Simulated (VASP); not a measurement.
Input of a VASP 6.6.1 run:

File INCAR:

```
SYSTEM = BaZrO3
  ALGO = Fast
  EDIFF = 1E-6
  ENCUT = 520
  GGA = PE
  ISIF = 2
  ISMEAR = 0
  KPAR = 4
  LASPH = .True.
  LCHARG = .False.
  LMAXMIX = 4
  LREAL = .False.
  LWAVE = .False.
  NELM = 80
  PREC = Accurate
  SIGMA = 0.03
```

The input KPOINTS:

```
k-points
0
Gamma
  6 6 6
  0 0 0
```

File POSCAR:

```
BaZrO3                                  
1.0
    4.1893664087      0.0000000000      0.0000000000
    0.0000000000      4.1893664087      0.0000000000
    0.0000000000      0.0000000000      4.1893664087
  Ba              Zr              O             
     1     1     3
Direct
     0.0000000000000000    0.0000000000000000    0.0000000000000000
     0.5000000000000000    0.5000000000000000    0.5000000000000000
     0.0000000000000000    0.5000000000000000    0.5000000000000000
     0.5000000000000000    0.0000000000000000    0.5000000000000000
     0.5000000000000000    0.5000000000000000    0.0000000000000000
```

The input KPOINTS_OPT:

```
explicit points
128
Reciprocal
 0.0000000000  0.0000000000  0.0000000000 1
 0.0000000000  0.0555555556  0.0000000000 1
 0.0000000000  0.1111111111  0.0000000000 1
 0.0000000000  0.1666666667  0.0000000000 1
 0.0000000000  0.2222222222  0.0000000000 1
 0.0000000000  0.2777777778  0.0000000000 1
 0.0000000000  0.3333333333  0.0000000000 1
 0.0000000000  0.3888888889  0.0000000000 1
 0.0000000000  0.4444444444  0.0000000000 1
 0.0000000000  0.5000000000  0.0000000000 1
 0.0000000000  0.5000000000  0.0000000000 1
 0.0555555556  0.5000000000  0.0000000000 1
 0.1111111111  0.5000000000  0.0000000000 1
 0.1666666667  0.5000000000  0.0000000000 1
 0.2222222222  0.5000000000  0.0000000000 1
 0.2777777778  0.5000000000  0.0000000000 1
 0.3333333333  0.5000000000  0.0000000000 1
 0.3888888889  0.5000000000  0.0000000000 1
 0.4444444444  0.5000000000  0.0000000000 1
 0.5000000000  0.5000000000  0.0000000000 1
 0.5000000000  0.5000000000  0.0000000000 1
 0.4444444444  0.4444444444  0.0000000000 1
 0.3888888889  0.3888888889  0.0000000000 1
 0.3333333333  0.3333333333  0.0000000000 1
 0.2777777778  0.2777777778  0.0000000000 1
 0.2222222222  0.2222222222  0.0000000000 1
 0.1666666667  0.1666666667  0.0000000000 1
 0.1111111111  0.1111111111  0.0000000000 1
 0.0555555556  0.0555555556  0.0000000000 1
 0.0000000000  0.0000000000  0.0000000000 1
 0.0000000000  0.0000000000  0.0000000000 1
 0.0555555556  0.0555555556  0.0555555556 1
 0.1111111111  0.1111111111  0.1111111111 1
 0.1666666667  0.1666666667  0.1666666667 1
 0.2222222222  0.2222222222  0.2222222222 1
 0.2777777778  0.2777777778  0.2777777778 1
 0.3333333333  0.3333333333  0.3333333333 1
 0.3888888889  0.3888888889  0.3888888889 1
 0.4444444444  0.4444444444  0.4444444444 1
 0.5000000000  0.5000000000  0.5000000000 1
 0.5000000000  0.5000000000  0.5000000000 1
 0.4444444444  0.5000000000  0.4444444444 1
 0.3888888889  0.5000000000  0.3888888889 1
 0.3333333333  0.5000000000  0.3333333333 1
 0.2777777778  0.5000000000  0.2777777778 1
 0.2222222222  0.5000000000  0.2222222222 1
 0.1666666667  0.5000000000  0.1666666667 1
 0.1111111111  0.5000000000  0.1111111111 1
 0.0555555556  0.5000000000  0.0555555556 1
 0.0000000000  0.5000000000  0.0000000000 1
 0.5000000000  0.5000000000  0.0000000000 1
 0.5000000000  0.5000000000  0.0555555556 1
 0.5000000000  0.5000000000  0.1111111111 1
 0.5000000000  0.5000000000  0.1666666667 1
 0.5000000000  0.5000000000  0.2222222222 1
 0.5000000000  0.5000000000  0.2777777778 1
 0.5000000000  0.5000000000  0.3333333333 1
 0.5000000000  0.5000000000  0.3888888889 1
 0.5000000000  0.5000000000  0.4444444444 1
 0.5000000000  0.5000000000  0.5000000000 1
 0.0000000000  0.0000000000  0.0000000000 1
 0.0080048700  0.0000000000  0.0000000000 1
-0.0080048700  0.0000000000  0.0000000000 1
 0.0233475400  0.0000000000  0.0000000000 1
-0.0233475400  0.0000000000  0.0000000000 1
 0.0056603000  0.0056603000  0.0000000000 1
-0.0056603000 -0.0056603000  0.0000000000 1
 0.0165092000  0.0165092000  0.0000000000 1
-0.0165092000 -0.0165092000  0.0000000000 1
 0.0046216100  0.0046216100  0.0046216100 1
-0.0046216100 -0.0046216100 -0.0046216100 1
 0.0134797100  0.0134797100  0.0134797100 1
-0.0134797100 -0.0134797100 -0.0134797100 1
 0.0056603000 -0.0056603000  0.0000000000 1
-0.0056603000  0.0056603000  0.0000000000 1
 0.0165092000 -0.0165092000  0.0000000000 1
-0.0165092000  0.0165092000  0.0000000000 1
 0.5000000000  0.5000000000  0.0000000000 1
 0.5080048700  0.5000000000  0.0000000000 1
 0.4919951300  0.5000000000  0.0000000000 1
 0.5233475400  0.5000000000  0.0000000000 1
 0.4766524600  0.5000000000  0.0000000000 1
 0.5056603000  0.5056603000  0.0000000000 1
 0.4943397000  0.4943397000  0.0000000000 1
 0.5165092000  0.5165092000  0.0000000000 1
 0.4834908000  0.4834908000  0.0000000000 1
 0.5046216100  0.5046216100  0.0046216100 1
 0.4953783900  0.4953783900 -0.0046216100 1
 0.5134797100  0.5134797100  0.0134797100 1
 0.4865202900  0.4865202900 -0.0134797100 1
 0.5056603000  0.4943397000  0.0000000000 1
 0.4943397000  0.5056603000  0.0000000000 1
 0.5165092000  0.4834908000  0.0000000000 1
 0.4834908000  0.5165092000  0.0000000000 1
 0.5000000000  0.5000000000  0.5000000000 1
 0.5080048700  0.5000000000  0.5000000000 1
 0.4919951300  0.5000000000  0.5000000000 1
 0.5233475400  0.5000000000  0.5000000000 1
 0.4766524600  0.5000000000  0.5000000000 1
 0.5056603000  0.5056603000  0.5000000000 1
 0.4943397000  0.4943397000  0.5000000000 1
 0.5165092000  0.5165092000  0.5000000000 1
 0.4834908000  0.4834908000  0.5000000000 1
 0.5046216100  0.5046216100  0.5046216100 1
 0.4953783900  0.4953783900  0.4953783900 1
 0.5134797100  0.5134797100  0.5134797100 1
 0.4865202900  0.4865202900  0.4865202900 1
 0.5056603000  0.4943397000  0.5000000000 1
 0.4943397000  0.5056603000  0.5000000000 1
 0.5165092000  0.4834908000  0.5000000000 1
 0.4834908000  0.5165092000  0.5000000000 1
 0.0000000000  0.5000000000  0.0000000000 1
 0.0080048700  0.5000000000  0.0000000000 1
-0.0080048700  0.5000000000  0.0000000000 1
 0.0233475400  0.5000000000  0.0000000000 1
-0.0233475400  0.5000000000  0.0000000000 1
 0.0056603000  0.5056603000  0.0000000000 1
-0.0056603000  0.4943397000  0.0000000000 1
 0.0165092000  0.5165092000  0.0000000000 1
-0.0165092000  0.4834908000  0.0000000000 1
 0.0046216100  0.5046216100  0.0046216100 1
-0.0046216100  0.4953783900 -0.0046216100 1
 0.0134797100  0.5134797100  0.0134797100 1
-0.0134797100  0.4865202900 -0.0134797100 1
 0.0056603000  0.4943397000  0.0000000000 1
-0.0056603000  0.5056603000  0.0000000000 1
 0.0165092000  0.4834908000  0.0000000000 1
-0.0165092000  0.5165092000  0.0000000000 1
```

Potentials or basis: VASP PAW PBE potentials, release 64 (Ba_sv, Zr_sv, O).

Run with:

```bash
$ cat potpaw_PBE.64/Ba_sv/POTCAR potpaw_PBE.64/Zr_sv/POTCAR potpaw_PBE.64/O/POTCAR > POTCAR
$ mpirun -np 4 vasp_std > vasp.out
```

(1) What does it give for the pressure?

(2) Estimate the band gap along the path.

(3) Predict the band gap on the k mesh.

## Answers

(1) 5.3 GPa.

(2) 3.19 eV, indirect (least direct gap 3.41 eV).

(3) 3.19 eV, indirect (least direct gap 3.41 eV).

Caveat: spin-orbit coupling is left out, which moves the levels of the heavy elements.
